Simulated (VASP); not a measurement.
# MgI2 (P-3m1) in VASP: further runs

The runs below take MgI2 through single point, relaxation of cell and atoms, with PBE+D3(BJ).

Everything below comes from runs of VASP 6.6.1. Logs are shortened: lines on timing, memory, paths and dates and some standing lists are left out, and cuts for length are marked.

## (1) The structure

The structure is trigonal, space group P-3m1 (No. 164). The conventional cell has a = 4.124 Å, b = 4.124 Å, c = 6.839 Å, α = 90.00°, β = 90.00°, γ = 120.00°. Mg (site symmetry -3m) has 6 I at 2.91 Å as nearest neighbours. Around I (site symmetry 3m) lie 3 Mg at 2.91 Å.

The cell comes from a database or a generator and needn't be the stable form of this composition.

## (2) Single point, PBE+D3(BJ)

Input file INCAR:

```
SYSTEM = MgI2
PREC = Accurate
ENCUT = 520
EDIFF = 1E-6
ISMEAR = 0
SIGMA = 0.02
LREAL = .False.
LASPH = .True.
NELM = 100
ALGO = Normal
ISIF = 2
LWAVE = .False.
LCHARG = .True.
GGA = PE
IVDW = 12
LELF = .True.
LVHAR = .True.
NBANDS = 15
```

Input file KPOINTS:

```
Automatic mesh
0
Gamma
  6 6 4
  0 0 0
```

Input file POSCAR:

```
MgI2
1.0
    4.1244730574      0.0000000028      0.0000000000
   -2.0622365311      3.5718984435      0.0000000000
    0.0000000000      0.0000000000      6.8394340231
Mg I
1 2
Direct
    0.0000000000      0.0000000000      0.0000000000
    0.3333333333      0.6666666667      0.2452670622
    0.6666666667      0.3333333333      0.7547329378
```

Potentials or basis: VASP PAW PBE potentials, release 64 (Mg, I).

The run is started by

```bash
> cat potpaw_PBE.64/Mg/POTCAR potpaw_PBE.64/I/POTCAR > POTCAR
> mpirun -np 1 vasp_std > vasp.out
```

OUTCAR:

```text
SYSTEM = MgI2
   PREC = Accurate
   ENCUT = 520
   EDIFF = 1E-6
   ISMEAR = 0
   LREAL = .False.
   LASPH = .True.
   NELM = 100
   ISIF = 2
   GGA = PE
   IVDW = 12
 IVDW          = 12

 ion  position               nearest neighbor table
   1  0.000  0.000  0.000-   2 2.91   3 2.91   2 2.91   3 2.91   3 2.91   2 2.91
   2  0.333  0.667  0.245-   1 2.91   1 2.91   1 2.91
   3  0.667  0.333  0.755-   1 2.91   1 2.91   1 2.91

  LATTYP: Found a hexagonal cell.
 ALAT       =     4.1244730574
 C/A-ratio  =     1.6582564434

  Lattice vectors:

 A1 = (   4.1244730574,   0.0000000028,   0.0000000000)
 A2 = (  -2.0622365311,   3.5718984435,   0.0000000000)
 A3 = (   0.0000000000,   0.0000000000,   6.8394340231)

Analysis of symmetry for initial positions (statically):
=====================================================================
 Subroutine PRICEL returns:
 Original cell was already a primitive cell.

 Routine SETGRP: Setting up the symmetry group for a
 hexagonal supercell.

 Subroutine GETGRP returns: Found 12 space group operations
 (whereof 12 operations were pure point group operations)
 out of a pool of 24 trial point group operations.

The static configuration has the point symmetry D_3d.

Analysis of symmetry for dynamics (positions and initial velocities):
=====================================================================
 Subroutine PRICEL returns:
 Original cell was already a primitive cell.

 Routine SETGRP: Setting up the symmetry group for a
 hexagonal supercell.

 Subroutine GETGRP returns: Found 12 space group operations
 (whereof 12 operations were pure point group operations)
 out of a pool of 24 trial point group operations.

The dynamic configuration has the point symmetry D_3d.

 Subroutine INISYM returns: Found 12 space group operations
 (whereof 12 operations are pure point group operations),
 and found     1 'primitive' translations

----------------------------------------------------------------------------------------

                                     Primitive cell

  volume of cell :     100.7599

  direct lattice vectors                    reciprocal lattice vectors
     4.124473057  0.000000003  0.000000000     0.242455214  0.139981584  0.000000000
    -2.062236531  3.571898443  0.000000000    -0.000000000  0.279963167  0.000000000
     0.000000000  0.000000000  6.839434023     0.000000000  0.000000000  0.146210929

  length of vectors
     4.124473057  4.124473057  6.839434023     0.279963167  0.279963167  0.146210929

  position of ions in fractional coordinates (direct lattice)
     0.000000000  0.000000000  0.000000000
     0.333333333  0.666666667  0.245267062
     0.666666667  0.333333333  0.754732938

  ion indices of the primitive-cell ions
   primitive index   ion index
                 1           1
                 2           2
                 3           3

----------------------------------------------------------------------------------------

 KPOINTS: Automatic mesh

Automatic generation of k-mesh.
 Grid dimensions read from file:
 generate k-points for:    6    6    4

 Generating k-lattice:

  Cartesian coordinates                     Fractional coordinates (reciprocal lattice)
     0.040409202  0.023330264  0.000000000     0.166666667 -0.000000000  0.000000000
    -0.000000000  0.046660528  0.000000000     0.000000000  0.166666667  0.000000000
     0.000000000  0.000000000  0.036552732     0.000000000  0.000000000  0.250000000

  Length of vectors
     0.046660528  0.046660528  0.036552732

  Shift w.r.t. Gamma in fractional coordinates (k-lattice)
     0.000000000  0.000000000  0.000000000

 Subroutine IBZKPT returns following result:
 ===========================================

 Found     24 irreducible k-points:

 Following reciprocal coordinates:
            Coordinates               Weight
  0.000000  0.000000  0.000000      1.000000
  0.166667  0.000000  0.000000      6.000000
  0.333333  0.000000  0.000000      6.000000
  0.500000  0.000000  0.000000      3.000000
  0.166667  0.166667  0.000000      6.000000
  0.333333  0.166667  0.000000     12.000000
[... 16 lines left out ...]
  0.333333  0.166667  0.500000     12.000000
  0.333333  0.333333  0.500000      2.000000
   k-points           NKPTS =     24   k-points in BZ     NKDIM =     24   number of bands    NBANDS=     15
   number of dos      NEDOS =    301   number of ions     NIONS =      3
   total plane-waves  NPLWV =  55296
   dimension x,y,z NGX =    32 NGY =   32 NGZ =   54
   dimension x,y,z NGXF=    64 NGYF=   64 NGZF=  108
   ions per type =               1   2
   NGX,Y,Z   is equivalent  to a cutoff of  12.90, 12.90, 13.13 a.u.
   NGXF,Y,Z  is equivalent  to a cutoff of  25.80, 25.80, 26.25 a.u.
 SYSTEM =  MgI2
   PREC   = accura    normal or accurate (medium, high low for compatibility)
   ISTART =      0    job   : 0-new  1-cont  2-samecut
   ICHARG =      2    charge: 1-file 2-atom 10-const
   ISPIN  =      1    spin polarized calculation?
   LNONCOLLINEAR =      F non collinear calculations
   LSORBIT =      F    spin-orbit coupling
   LASPH  =      T    aspherical Exc in radial PAW
   ENCUT  =  520.0 eV  38.22 Ry    6.18 a.u.   7.67  7.67 12.72*2*pi/ulx,y,z
   NELM   =    100;   NELMIN=  2; NELMDL= -5     # of ELM steps
   EDIFF  = 0.1E-05   stopping-criterion for ELM
   LREAL  =      F    real-space projection
   EDIFFG = 0.1E-04   stopping-criterion for IOM
   NSW    =      0    number of steps for IOM
   IBRION =     -1    ionic relax: 0-MD 1-quasi-New 2-CG
   NFREE  =      0    steps in history (QN), initial steepest desc. (CG)
   ISIF   =      2    stress and relaxation
   ISYM   =      2    0-nonsym 1-usesym 2-fastsym
   POTIM  = 0.5000    time-step for ionic-motion
   TEBEG  =    0.0;   TEEND  =   0.0 temperature during run
   PSTRESS=    0.0 pullay stress
   NELECT =      16.0000    total number of electrons
   NUPDOWN=      -1.0000    fix difference up-down
   EMIN   =  10.00;   EMAX   =-10.00  energy-range for DOS
   EFERMI =   0.00;   METHOD = LEGACY
   ISMEAR =     0;   SIGMA  =   0.02  broadening in eV -4-tet -1-fermi 0-gaus
   EFERMI_NEDOS =   21; number of points for ismear=-14 and -15
   IALGO  =     38    algorithm
   IMIX   =      4    mixing-type and parameters
     AMIX     =   0.40;   BMIX     =  1.00
     AMIX_MAG =   1.60;   BMIX_MAG =  1.00
  volume/ion in A,a.u.               =      33.59       226.65
  Fermi-wavevector in a.u.,A,eV,Ry     =   0.886514  1.675268 10.692914  0.785907
  Thomas-Fermi vector in A             =   2.007690
   LORBIT       =      0    0 simple, 1 ext, 2 COOP (PROOUT), +10 PAW based schemes
   GGA     = PE    functional components
   LHFCALC =     F    Hartree Fock is set to
   AEXX    =    0.0000 exact exchange contribution
   IVDW    =    12    specifies the selected vdW correction
   LEPSILON=     F    determine dielectric tensor
   LRPA    =     F    only Hartree local field effects (RPA)
 non-spin polarized calculation
 Gauss-broadening in eV      SIGMA  =   0.02
  energy-cutoff  :      520.00
  volume of cell :      100.76
 maximum number of plane-waves:      2743
 NGX is ok and might be reduce to    32
   NGX = 15   NGY = 15   NGZ = 25

 number of electron      15.9999999 magnetization

 Free energy of the ion-electron system (eV)
  ---------------------------------------------------
  ext. energy  EPLUGINS =         0.00000000
  ---------------------------------------------------
  free energy    TOTEN  =        -7.68098586 eV

  energy without entropy =       -7.68098586  energy(sigma->0) =       -7.68098586

 E-fermi :   2.6034     XC(G=0):  -8.2974

 val. band max:        2.4726646496   @ k =   0.0000   0.0000   0.0000
 cond. band min:       5.9992934475   @ k =   0.5000   0.0000   0.2500
 fundamental gap:      3.5266287978
 Fermi energy:         2.6034268043

 k-point     1 :       0.0000    0.0000    0.0000
  band No.  band energies     occupation
      1      -9.6555      2.00000
      2      -8.9284      2.00000
      3      -1.1593      2.00000
      4       2.0465      2.00000
      5       2.0465      2.00000
      6       2.4335      2.00000
      7       2.4335      2.00000
      8       2.4727      2.00000
      9       6.2238      0.00000
     10       7.2842      0.00000
     11       9.2261      0.00000
     12       9.2261      0.00000
     13       9.9132      0.00000
     14      10.6575      0.00000
     15      10.6575      0.00000

 k-point     2 :       0.1667    0.0000    0.0000
  band No.  band energies     occupation
      1      -9.5087      2.00000
      2      -8.8520      2.00000
      3      -0.9548      2.00000
      4       1.0282      2.00000
      5       1.5436      2.00000
      6       1.7293      2.00000
      7       2.3691      2.00000
      8       2.3709      2.00000
      9       7.1034      0.00000
     10       7.9081      0.00000
     11       8.7145      0.00000
     12       9.5813      0.00000
     13       9.6657      0.00000
     14      10.4697      0.00000
     15      11.0490      0.00000

 k-point     3 :       0.3333    0.0000    0.0000
  band No.  band energies     occupation
      1      -9.1575      2.00000
      2      -8.7166      2.00000
      3      -0.7373      2.00000
      4      -0.1710      2.00000
      5       0.4503      2.00000
      6       1.2782      2.00000
      7       1.9730      2.00000
      8       2.1465      2.00000
      9       6.5557      0.00000
     10       7.9458      0.00000
     11       8.3389      0.00000
     12       9.5605      0.00000
     13      10.0521      0.00000
     14      11.2725      0.00000
     15      11.6272      0.00000
[... 343 lines left out ...]
 k-point    23 :       0.3333    0.1667    0.5000
  band No.  band energies     occupation
      1      -8.8567      2.00000
      2      -8.7526      2.00000
      3      -1.0037      2.00000
      4      -0.5510      2.00000
      5       0.5212      2.00000
      6       0.8859      2.00000
      7       1.7523      2.00000
      8       1.8676      2.00000
      9       6.7669      0.00000
     10       8.0141      0.00000
     11       8.6885      0.00000
     12       9.3721      0.00000
     13       9.6039      0.00000
     14      10.7198      0.00000
     15      11.7732      0.00000

 k-point    24 :       0.3333    0.3333    0.5000
  band No.  band energies     occupation
      1      -8.7322      2.00000
      2      -8.7322      2.00000
      3      -0.7175      2.00000
      4      -0.3473      2.00000
      5      -0.3473      2.00000
      6       0.1927      2.00000
      7       1.9113      2.00000
      8       1.9113      2.00000
      9       7.2966      0.00000
     10       8.1745      0.00000
     11       8.1745      0.00000
     12       9.7501      0.00000
     13      10.8721      0.00000
     14      11.1376      0.00000
     15      11.3614      0.00000

------------------------ aborting loop because EDIFF is reached ----------------------------------------

 Edisp (eV)   -0.94511

 E8    (eV) :    -0.4230

  FORCE on cell =-STRESS in cart. coord.  units (eV):
  Direction    XX          YY          ZZ          XY          YZ          ZX
  --------------------------------------------------------------------------------------
  -------------------------------------------------------------------------------------
  Total      -0.03591    -0.03591    -0.05152    -0.00000     0.00000     0.00000
  in kB      -0.57094    -0.57094    -0.81927    -0.00000     0.00000     0.00000
  external pressure =       -0.65 kB  Pullay stress =        0.00 kB

 VOLUME and BASIS-vectors are now :
 -----------------------------------------------------------------------------
  energy-cutoff  :      520.00
  volume of cell :      100.76
      direct lattice vectors                 reciprocal lattice vectors
     4.124473057  0.000000003  0.000000000     0.242455214  0.139981584  0.000000000
    -2.062236531  3.571898443  0.000000000    -0.000000000  0.279963167  0.000000000
     0.000000000  0.000000000  6.839434023     0.000000000  0.000000000  0.146210929

 POSITION                                       TOTAL-FORCE (eV/Angst)
 -----------------------------------------------------------------------------------
      0.00000      0.00000      0.00000        -0.000000      0.000000      0.000000
     -0.00000      2.38127      1.67749         0.000000     -0.000000     -0.009524
      2.06224      1.19063      5.16195        -0.000000      0.000000      0.009524
 -----------------------------------------------------------------------------------
    total drift:                                0.000000     -0.000000      0.000000

  FREE ENERGIE OF THE ION-ELECTRON SYSTEM (eV)
  ---------------------------------------------------
  free  energy   TOTEN  =        -8.6260912525 eV

  energy  without entropy=       -8.6260912525  energy(sigma->0) =       -8.62609125
```

Wall time 54 s (1 thread of Intel Xeon Platinum 8375C at 2.90GHz (Ice Lake), shared host); peak memory 0.24 GiB.

What came out:

```yaml
Free_energy: -8.6261 eV
Pressure: -0.1 GPa
Largest_force: 0.010 eV/Å
Band_gap_on_the_k_mesh: 3.53 eV, indirect (least direct gap 3.75 eV)
Dispersion_energy_per_atom: -0.315 eV
```

Forces in eV/Å, atoms in the order of the input:
```
Mg   0.000  0.000  0.000
I    0.000  0.000 -0.010
I    0.000  0.000  0.010
```

Levels at points of the mesh, in eV from the valence-band top:
```tsv
k point	band 6	band 7	band 8	band 9	band 10	band 11
(0.00, 0.00, 0.00)	-0.04	-0.04	0.00	3.75	4.81	6.75
(0.50, 0.00, 0.00)	-1.38	-0.95	-0.45	3.65	5.32	5.45
(0.00, 0.00, 0.50)	-0.32	-0.15	-0.15	4.75	4.91	6.56
(0.50, 0.00, 0.50)	-1.15	-0.84	-0.71	3.54	5.17	5.63
```

Caveat: spin-orbit coupling is left out, which moves the levels of the heavy elements. A hybrid or GW would open this gap; PBE tends to underestimate it.

## (3) Relaxation of cell and atoms, PBE+D3(BJ)

This run uses another cell than the first one, of 36.11 Å³/atom, 1.075 times its volume.

Input file INCAR:

```
PREC = Accurate
ENCUT = 600
EDIFF = 1E-6
ISMEAR = 0
SIGMA = 0.02
LREAL = False
LASPH = True
NELM = 100
ALGO = Normal
ISIF = 3
LWAVE = False
LCHARG = False
GGA = PE
IVDW = 12
IBRION = 2
NSW = 100
EDIFFG = -0.01
```

Input file KPOINTS:

```
Automatic mesh
0
Gamma
  6 6 4
```

Input file POSCAR:

```
MgI2
1.0
    4.1956844300      0.0000000000      0.0000000000
   -2.0978422200      3.6335694800      0.0000000000
    0.0000000000      0.0000000000      7.1057267200
Mg I
1 2
Direct
    0.0000000000      0.0000000000      0.0000000000
    0.3333333400      0.6666666900      0.2340768400
    0.6666666900      0.3333333400      0.7659231400
```

Potentials or basis: VASP PAW PBE potentials, release 64 (Mg, I).

The run is started by

```bash
> cat potpaw_PBE.64/Mg/POTCAR potpaw_PBE.64/I/POTCAR > POTCAR
> mpirun -np 1 vasp_std > vasp.out
```

Run time: 7.4 min. Hardware: 1 thread of Intel Xeon Platinum 8375C at 2.90GHz (Ice Lake), shared host; peak memory 0.3 GiB.

Results (log left out):

- Free energy: -8.6264 eV
- Relaxed volume: 33.50 Å³/atom
- Relaxed cell: a = 4.126 Å, b = 4.126 Å, c = 6.819 Å, α = 90.00°, β = 90.00°, γ = 120.00°
- Space group after relaxing (to 0.05 Å): P-3m1 (No. 164)
- Energy gained by relaxing: 8.2 meV/atom
- Ionic steps: 12
- Pressure after relaxing: 0.0 GPa
- Largest force after relaxing: 0.003 eV/Å
- Band gap on the k mesh: 3.51 eV, indirect (least direct gap 3.74 eV)
- Dispersion energy per atom: -0.316 eV

Forces in eV/Å, atoms in the order of the input:
```
Mg   0.000  0.000  0.000
I    0.000  0.000 -0.003
I    0.000  0.000  0.003
```

Step by step:
```tsv
step	energy change (eV)	largest force (eV/Å)	pressure (GPa)	volume (Å³)
1	0.0000	0.0050	-0.97	108.33
2	-0.0121	0.1524	-0.07	104.93
3	-0.0122	0.1667	-0.01	104.62
4	-0.0119	0.1951	0.20	104.01
5	-0.0122	0.1707	0.05	104.53
6	-0.0148	0.1345	0.03	104.14
7	-0.0176	0.0382	0.00	103.11
8	-0.0198	0.0226	-0.07	102.81
9	-0.0236	0.0271	-0.25	101.90
10	-0.0238	0.0431	-0.30	101.62
11	-0.0246	0.0101	0.06	100.16
12	-0.0246	0.0030	-0.02	100.51
```

Final structure:
```yaml
crystal:
  lattice:
    - [4.12569, 0.00000, 0.00000]
    - [-2.06284, 3.57295, 0.00000]
    - [0.00000, 0.00000, 6.81873]
  atoms:
    - { symbol: Mg, position: [0.00000, 0.00000, 0.00000] }
    - { symbol: I, position: [0.33333, 0.66667, 0.24561] }
    - { symbol: I, position: [0.66667, 0.33333, 0.75439] }
```

Levels at points of the mesh, in eV from the valence-band top:
```
           k point  band 5  band 6  band 7  band 8  band 9  band 10  band 11  band 12
(0.00, 0.00, 0.00)   -0.45   -0.06   -0.06    0.00    3.74     4.79     6.73     6.73
(0.50, 0.00, 0.00)   -1.96   -1.41   -0.97   -0.46    3.64     5.31     5.43     6.91
(0.00, 0.00, 0.50)   -0.34   -0.34   -0.18   -0.18    4.73     4.89     6.53     6.53
(0.50, 0.00, 0.50)   -1.21   -1.16   -0.85   -0.73    3.53     5.16     5.62     6.01
```

Caveat: spin-orbit coupling is left out, which moves the levels of the heavy elements.
